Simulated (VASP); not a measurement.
# Ni in VASP: further runs, part 2 of 2

VASP 6.6.1. The steps go on from the part before.

**3. Work function, PBE, collinear spin, ferromagnetic start**

Input file INCAR:

```
SYSTEM = Ni
  PREC = Accurate
  ENCUT = 520
  EDIFF = 1E-6
  ISMEAR = -1
  SIGMA = 0.05
  LREAL = .FALSE.
  LASPH = .TRUE.
  NELM = 100
  ALGO = Normal
  ISIF = 2
  LWAVE = .FALSE.
  LCHARG = .FALSE.
  ISPIN = 2
  MAGMOM = 1 1 1 1 1 1
  LORBIT = 11
  LMAXMIX = 4
  LDIPOL = .TRUE.
  IDIPOL = 3
  DIPOL = 0.5 0.5 0.500
  GGA = PE
  EFIELD = 0.1
  LVHAR = .TRUE.
  LVACPOTAV = .TRUE.
```

Input file KPOINTS:

```
Automatic mesh
0
G
  12 12 1
  0 0 0
```

Input file POSCAR:

```
Ni
1.0
    2.5002588676      0.0000000000      0.0000000000
   -1.2501294338      2.1652876954      0.0000000000
    0.0000000000      0.0000000000     25.2072640841
Ni
6
Direct
    0.6666666667      0.3333333333      0.2975332815
    0.3333333333      0.6666666667      0.3785199689
    0.0000000000      0.0000000000      0.4595066563
    0.6666666667      0.3333333333      0.5404933437
    0.3333333333      0.6666666667      0.6214800311
    0.0000000000      0.0000000000      0.7024667185
```

Potentials or basis: VASP PAW PBE potentials, release 64 (Ni).

Launch:

```sh
> cat potpaw_PBE.64/Ni/POTCAR > POTCAR
> mpirun -np 1 vasp_std > vasp.out
```

OUTCAR:

```text
SYSTEM = Ni
   PREC = Accurate
   ENCUT = 520
   EDIFF = 1E-6
   ISMEAR = -1
   LREAL = .FALSE.
   LASPH = .TRUE.
   NELM = 100
   ISIF = 2
   ISPIN = 2
   LORBIT = 11
   GGA = PE

 ion  position               nearest neighbor table
   1  0.667  0.333  0.298-   2 2.50   2 2.50   2 2.50
   2  0.333  0.667  0.379-   3 2.50   1 2.50   1 2.50   3 2.50   3 2.50   1 2.50
   3  0.000  0.000  0.460-   2 2.50   4 2.50   4 2.50   2 2.50   4 2.50   2 2.50
   4  0.667  0.333  0.540-   5 2.50   3 2.50   5 2.50   3 2.50   3 2.50   5 2.50
   5  0.333  0.667  0.621-   6 2.50   4 2.50   4 2.50   6 2.50   6 2.50   4 2.50
   6  0.000  0.000  0.702-   5 2.50   5 2.50   5 2.50

  LATTYP: Found a hexagonal cell.
 ALAT       =     2.5002588676
 C/A-ratio  =    10.0818616867

  Lattice vectors:

 A1 = (   2.5002588676,   0.0000000000,   0.0000000000)
 A2 = (  -1.2501294338,   2.1652876954,   0.0000000000)
 A3 = (   0.0000000000,   0.0000000000,  25.2072640841)

Analysis of symmetry for initial positions (statically):
=====================================================================
 Subroutine PRICEL returns:
 Original cell was already a primitive cell.

 Routine SETGRP: Setting up the symmetry group for a
 hexagonal supercell.

 Subroutine GETGRP returns: Found 12 space group operations
 (whereof  6 operations were pure point group operations)
 out of a pool of 24 trial point group operations.

The static configuration has the point symmetry C_3v.
 The point group associated with its full space group is D_3d.

Analysis of symmetry for dynamics (positions and initial velocities):
=====================================================================
 An external electric field (EFIELD) may reduce the allowed symmetry operations
 Subroutine PRICEL returns:
 Original cell was already a primitive cell.

 Routine SETGRP: Setting up the symmetry group for a
 hexagonal supercell.

 Subroutine GETGRP returns: Found  6 space group operations
 (whereof  6 operations were pure point group operations)
[... 181 lines left out ...]
  band No.  band energies     occupation
      1      -6.7518      1.00000
      2      -6.0733      1.00000
      3      -5.0464      1.00000
      4      -3.8952      1.00000
      5      -3.0734      1.00000
      6      -2.8466      1.00000
[... 787 lines left out ...]
     38       8.7100      0.00000
     39       8.7105      0.00000
 Fermi energy:         1.9286414834

 spin component 2

 k-point     1 :       0.0000    0.0000    0.0000
  band No.  band energies     occupation
      1      -6.7937      1.00000
      2      -6.1134      1.00000
      3      -5.0760      1.00000
      4      -3.8621      1.00000
      5      -2.8552      1.00000
      6      -2.4537      1.00000
[... 787 lines left out ...]
     38       8.9654      0.00000
     39       8.9655      0.00000

------------------------ aborting loop because EDIFF is reached ----------------------------------------

  FORCE on cell =-STRESS in cart. coord.  units (eV):
  Direction    XX          YY          ZZ          XY          YZ          ZX
  --------------------------------------------------------------------------------------
  -------------------------------------------------------------------------------------
  Total       -2.6242632     -2.6242632     -1.7434876      0.0000000      0.0000000      0.0000000
  in kB      -30.8099986    -30.8099986    -20.4693069      0.0000000      0.0000000      0.0000000
  external PRESSURE =     -27.3631013 kB  Pullay stress =       0.0000000 kB

 VOLUME and BASIS-vectors are now :
 -----------------------------------------------------------------------------
  energy-cutoff  :      520.00
  volume of cell :      136.47
      direct lattice vectors                 reciprocal lattice vectors
     2.500258868  0.000000000  0.000000000     0.399958585  0.230916197  0.000000000
    -1.250129434  2.165287695  0.000000000     0.000000000  0.461832394  0.000000000
     0.000000000  0.000000000 25.207264084     0.000000000  0.000000000  0.039671104

 POSITION                                       TOTAL-FORCE (eV/Angst)
 -----------------------------------------------------------------------------------
      1.25013      0.72176      7.50000         0.000000     -0.000000      0.249518
     -0.00000      1.44353      9.54145        -0.000000      0.000000     -0.116509
      0.00000      0.00000     11.58291        -0.000000      0.000000     -0.033173
      1.25013      0.72176     13.62436        -0.000000      0.000000      0.032026
     -0.00000      1.44353     15.66581         0.000000     -0.000000      0.115409
      0.00000      0.00000     17.70726        -0.000000      0.000000     -0.247270
 -----------------------------------------------------------------------------------
    total drift:                                0.000000     -0.000000      0.001193

  FREE ENERGIE OF THE ION-ELECTRON SYSTEM (eV)
  ---------------------------------------------------
  free  energy   TOTEN  =       -31.5414112402 eV

  energy  without entropy=      -31.4446049094  energy(sigma->0) =      -31.49300807

 total charge

# of ion       s       p       d       tot
------------------------------------------
    1        0.482   0.369   8.303   9.153
    2        0.487   0.481   8.306   9.274
    3        0.492   0.484   8.307   9.283
    4        0.492   0.484   8.307   9.283
    5        0.487   0.481   8.306   9.274
    6        0.482   0.369   8.303   9.154
--------------------------------------------------
tot          2.921   2.667  49.832  55.421

 magnetization (x)

# of ion       s       p       d       tot
------------------------------------------
    1       -0.007  -0.026   0.701   0.667
    2       -0.007  -0.026   0.723   0.690
    3       -0.007  -0.027   0.685   0.651
    4       -0.007  -0.027   0.685   0.650
    5       -0.007  -0.026   0.722   0.689
    6       -0.008  -0.026   0.698   0.664
--------------------------------------------------
tot         -0.043  -0.159   4.212   4.010
```

OSZICAR:

```text
N       E                     dE             d eps       ncg     rms          rms(c)
DAV:   1     0.435900080577E+03    0.43590E+03   -0.27705E+04  2964   0.184E+03
DAV:   2    -0.360199721423E+01   -0.43950E+03   -0.42194E+03  2985   0.369E+02
DAV:   3    -0.375141781684E+02   -0.33912E+02   -0.31994E+02  3216   0.143E+02
[... 13 lines left out ...]
DAV:  81    -0.315414160120E+02   -0.36859E-05   -0.39571E-05  2174   0.602E-02    0.781E-03
DAV:  82    -0.315414219508E+02   -0.59388E-05   -0.36257E-06  2103   0.171E-02    0.455E-03
DAV:  83    -0.315414189859E+02    0.29649E-05   -0.90991E-07  1945   0.745E-03    0.778E-03
DAV:  84    -0.315414107425E+02    0.82434E-05   -0.82853E-07  1948   0.134E-02    0.831E-03
DAV:  85    -0.315414112402E+02   -0.49776E-06   -0.31161E-07  1892   0.512E-03
   1 F= -.31541411E+02 E0= -.31493008E+02  d E =-.968063E-01  mag=     3.9043
```

stdout:

```text
POSCAR found type information on POSCAR Ni
 POSCAR found :  1 types and       6 ions
 scaLAPACK will be used
 LDA part: xc-table for (Slater+PW92), standard interpolation
 POSCAR, INCAR and KPOINTS ok, starting setup
 FFT: planning ... GRIDC
[... 27 lines left out ...]
|           W    W  A    A  R    R  N    N  II  N    N   GGGG   !!!           |
|                                                                             |
|     Did not find any points to average over, which means that no vacuum     |
|     field-free region was found. Please increase the size of  your cell     |
|     in the dimension of the dipole correction to obtain accurate            |
|     workfunction values.                                                    |
|                                                                             |
 -----------------------------------------------------------------------------
```

Run time: 11 min. Hardware: 1 thread of Intel Xeon 6975P-C (Granite Rapids), shared host; peak memory 0.38 GiB.

Results:

* Free energy: -31.5414 eV
* Largest force: 0.250 eV/Å
* Band gap on the k mesh: none (metal or under the smearing width)
* Net moment: 3.90 μB per cell
* Site moments: Ni +0.67, +0.69, +0.65, +0.66 μB
* Valence electrons inside the program's atomic spheres: Ni 9.15, 9.27, 9.28

Forces in eV/Å, atoms in the order of the input:
```
Ni   0.000  0.000  0.250
Ni   0.000  0.000 -0.117
Ni   0.000  0.000 -0.033
Ni   0.000  0.000  0.032
Ni   0.000  0.000  0.115
Ni   0.000  0.000 -0.247
```

**4. Work function, PBE, collinear spin, ferromagnetic start (the (1 1 1) slab of Ni, cut from the database cell, not relaxed)**

Input file INCAR:

```
  ALGO = Normal
  DIPOL = 0.5 0.5 0.500
  EDIFF = 1E-6
  ENCUT = 520
  GGA = PE
  IDIPOL = 3
  ISIF = 2
  ISMEAR = 0
  ISPIN = 2
  LASPH = T
  LCHARG = T
  LDIPOL = T
  LELF = T
  LMAXMIX = 4
  LORBIT = 11
  LREAL = F
  LVACPOTAV = T
  LVHAR = T
  LWAVE = F
  MAGMOM = 1 1 1 1 1 1
  NELM = 120
  PREC = Accurate
  SIGMA = 0.05
```

Input file KPOINTS:

```
k-points
0
Gamma
  12 12 1
```

POSCAR is that of step 3.

Potentials or basis: VASP PAW PBE potentials, release 64 (Ni).

Launch:

```sh
> cat potpaw_PBE.64/Ni/POTCAR > POTCAR
> mpirun -np 1 vasp_std > vasp.out
```

OUTCAR:

```text
EDIFF = 1E-6
   ENCUT = 520
   GGA = PE
   ISIF = 2
   ISMEAR = 0
   ISPIN = 2
   LASPH = T
   LORBIT = 11
   LREAL = F
   NELM = 120
   PREC = Accurate

 ion  position               nearest neighbor table
   1  0.667  0.333  0.298-   2 2.50   2 2.50   2 2.50
   2  0.333  0.667  0.379-   3 2.50   1 2.50   1 2.50   3 2.50   3 2.50   1 2.50
   3  0.000  0.000  0.460-   2 2.50   4 2.50   4 2.50   2 2.50   4 2.50   2 2.50
   4  0.667  0.333  0.540-   5 2.50   3 2.50   5 2.50   3 2.50   3 2.50   5 2.50
   5  0.333  0.667  0.621-   6 2.50   4 2.50   4 2.50   6 2.50   6 2.50   4 2.50
   6  0.000  0.000  0.702-   5 2.50   5 2.50   5 2.50

  LATTYP: Found a hexagonal cell.
 ALAT       =     2.5002588676
 C/A-ratio  =    10.0818616867

  Lattice vectors:

 A1 = (   2.5002588676,   0.0000000000,   0.0000000000)
 A2 = (  -1.2501294338,   2.1652876954,   0.0000000000)
 A3 = (   0.0000000000,   0.0000000000,  25.2072640841)

Analysis of symmetry for initial positions (statically):
=====================================================================
 Subroutine PRICEL returns:
 Original cell was already a primitive cell.

 Routine SETGRP: Setting up the symmetry group for a
 hexagonal supercell.

 Subroutine GETGRP returns: Found 12 space group operations
 (whereof  6 operations were pure point group operations)
 out of a pool of 24 trial point group operations.

The static configuration has the point symmetry C_3v.
 The point group associated with its full space group is D_3d.

Analysis of symmetry for dynamics (positions and initial velocities):
=====================================================================
 Subroutine PRICEL returns:
 Original cell was already a primitive cell.

 Routine SETGRP: Setting up the symmetry group for a
 hexagonal supercell.

 Subroutine GETGRP returns: Found 12 space group operations
 (whereof  6 operations were pure point group operations)
 out of a pool of 24 trial point group operations.

The dynamic configuration has the point symmetry C_3v.
 The point group associated with its full space group is D_3d.

Analysis of structural, dynamic, and magnetic symmetry:
=====================================================================
 Subroutine PRICEL returns:
 Original cell was already a primitive cell.

 Routine SETGRP: Setting up the symmetry group for a
 hexagonal supercell.

 Subroutine GETGRP returns: Found 12 space group operations
 (whereof  6 operations were pure point group operations)
 out of a pool of 24 trial point group operations.

The overall configuration has the point symmetry C_3v.
 The point group associated with its full space group is D_3d.

 Subroutine INISYM returns: Found 12 space group operations
 (whereof  6 operations are pure point group operations),
 and found     1 'primitive' translations

----------------------------------------------------------------------------------------

                                     Primitive cell

  volume of cell :     136.4666

  direct lattice vectors                    reciprocal lattice vectors
     2.500258868  0.000000000  0.000000000     0.399958585  0.230916197  0.000000000
    -1.250129434  2.165287695  0.000000000     0.000000000  0.461832394  0.000000000
[... 96 lines left out ...]
   TEBEG  =    0.0;   TEEND  =   0.0 temperature during run
   PSTRESS=    0.0 pullay stress
   NELECT =      60.0000    total number of electrons
   NUPDOWN=      -1.0000    fix difference up-down
   EMIN   =  10.00;   EMAX   =-10.00  energy-range for DOS
   EFERMI =   0.00;   METHOD = LEGACY
   ISMEAR =     0;   SIGMA  =   0.05  broadening in eV -4-tet -1-fermi 0-gaus
   EFERMI_NEDOS =   21; number of points for ismear=-14 and -15
   IALGO  =     38    algorithm
   IMIX   =      4    mixing-type and parameters
     AMIX     =   0.40;   BMIX     =  1.00
     AMIX_MAG =   1.60;   BMIX_MAG =  1.00
  volume/ion in A,a.u.               =      22.74       153.49
  Fermi-wavevector in a.u.,A,eV,Ry     =   1.244848  2.352422 21.084236  1.549648
  Thomas-Fermi vector in A             =   2.379097
   LORBIT       =     11    0 simple, 1 ext, 2 COOP (PROOUT), +10 PAW based schemes
   GGA     = PE    functional components
   LHFCALC =     F    Hartree Fock is set to
   AEXX    =    0.0000 exact exchange contribution
   IVDW    =     0    specifies the selected vdW correction
   LEPSILON=     F    determine dielectric tensor
   LRPA    =     F    only Hartree local field effects (RPA)
 spin polarized calculation
 Gauss-broadening in eV      SIGMA  =   0.05
  energy-cutoff  :      520.00
  volume of cell :      136.47
 maximum number of plane-waves:      3705
 NGX is ok and might be reduce to    20
   NGX =  9   NGY =  9   NGZ = 93

 number of electron      60.0000016 magnetization       3.9836171

 dipolmoment           0.000000      0.000000      0.000003 electrons x Angstroem

 Free energy of the ion-electron system (eV)
  ---------------------------------------------------
  ext. energy  EPLUGINS =         0.00000000
  ---------------------------------------------------
  free energy    TOTEN  =       -31.49820808 eV

  energy without entropy =      -31.48450983  energy(sigma->0) =      -31.49135895

 E-fermi :   1.9379     XC(G=0):  -7.1366

 val. band max:        1.9344202253   @ k =   0.2500   0.0833   0.0000
 cond. band min:       1.9419214989   @ k =   0.4167   0.1667   0.0000
 fundamental gap:      0.0075012736
 Fermi energy:         1.9379233659

 spin component 1

 k-point     1 :       0.0000    0.0000    0.0000
  band No.  band energies     occupation
      1      -6.7567      1.00000
      2      -6.0735      1.00000
      3      -5.0473      1.00000
      4      -3.8983      1.00000
      5      -3.0769      1.00000
      6      -2.8598      1.00000
[... 787 lines left out ...]
     38       8.7015      0.00000
     39       8.7015      0.00000
 Fermi energy:         1.9379233659

 spin component 2

 k-point     1 :       0.0000    0.0000    0.0000
  band No.  band energies     occupation
      1      -6.7994      1.00000
      2      -6.1143      1.00000
      3      -5.0777      1.00000
      4      -3.8637      1.00000
      5      -2.8542      1.00000
      6      -2.4549      1.00000
[... 787 lines left out ...]
     38       8.9640      0.00000
     39       8.9640      0.00000

------------------------ aborting loop because EDIFF is reached ----------------------------------------

  FORCE on cell =-STRESS in cart. coord.  units (eV):
  Direction    XX          YY          ZZ          XY          YZ          ZX
  --------------------------------------------------------------------------------------
  -------------------------------------------------------------------------------------
  Total       -2.6180636     -2.6180636     -1.8166585      0.0000000      0.0000000      0.0000000
  in kB      -30.7372121    -30.7372121    -21.3283657      0.0000000      0.0000000      0.0000000
  external PRESSURE =     -27.6009299 kB  Pullay stress =       0.0000000 kB

 VOLUME and BASIS-vectors are now :
 -----------------------------------------------------------------------------
  energy-cutoff  :      520.00
  volume of cell :      136.47
      direct lattice vectors                 reciprocal lattice vectors
     2.500258868  0.000000000  0.000000000     0.399958585  0.230916197  0.000000000
    -1.250129434  2.165287695  0.000000000     0.000000000  0.461832394  0.000000000
     0.000000000  0.000000000 25.207264084     0.000000000  0.000000000  0.039671104

 POSITION                                       TOTAL-FORCE (eV/Angst)
 -----------------------------------------------------------------------------------
      1.25013      0.72176      7.50000         0.000000      0.000000      0.259889
     -0.00000      1.44353      9.54145        -0.000000     -0.000000     -0.121593
      0.00000      0.00000     11.58291         0.000000      0.000000     -0.040006
      1.25013      0.72176     13.62436        -0.000000      0.000000      0.040006
     -0.00000      1.44353     15.66581         0.000000     -0.000000      0.121593
      0.00000      0.00000     17.70726        -0.000000     -0.000000     -0.259889
 -----------------------------------------------------------------------------------
    total drift:                                0.000000     -0.000000      0.000539

  FREE ENERGIE OF THE ION-ELECTRON SYSTEM (eV)
  ---------------------------------------------------
  free  energy   TOTEN  =       -31.4982080790 eV

  energy  without entropy=      -31.4845098281  energy(sigma->0) =      -31.49135895

 vacuum level on the upper side and lower side of the slab         6.946         6.946

 total charge

# of ion       s       p       d       tot
------------------------------------------
    1        0.482   0.369   8.303   9.154
    2        0.488   0.481   8.305   9.274
    3        0.492   0.485   8.305   9.282
    4        0.492   0.485   8.305   9.282
    5        0.488   0.481   8.305   9.274
    6        0.482   0.369   8.303   9.154
--------------------------------------------------
tot          2.924   2.670  49.826  55.419

 magnetization (x)

# of ion       s       p       d       tot
------------------------------------------
    1       -0.008  -0.027   0.710   0.675
    2       -0.006  -0.027   0.735   0.702
    3       -0.007  -0.028   0.704   0.669
    4       -0.007  -0.028   0.704   0.669
    5       -0.006  -0.027   0.735   0.702
    6       -0.008  -0.027   0.710   0.675
--------------------------------------------------
tot         -0.043  -0.162   4.297   4.092
```

It took 7.5 min on 1 thread of Intel Xeon Platinum 8375C at 2.90GHz (Ice Lake), shared host; peak memory 0.37 GiB.

What came out:

```yaml
Free_energy: -31.4982 eV
Largest_force: 0.260 eV/Å
Band_gap_on_the_k_mesh: none (metal or under the smearing width)
Net_moment: 3.98 μB per cell
Site_moments: Ni +0.68, +0.70, +0.67 μB
Valence_electrons_inside_the_program's_atomic_spheres: Ni 9.15, 9.27, 9.28
Work_function_of_the_upper_face: 5.01 eV
Work_function_of_the_lower_face: 5.01 eV
```

Forces on the atoms (eV/Å):
```
Ni   0.000  0.000  0.260
Ni   0.000  0.000 -0.122
Ni   0.000  0.000 -0.040
Ni   0.000  0.000  0.040
Ni   0.000  0.000  0.122
Ni   0.000  0.000 -0.260
```
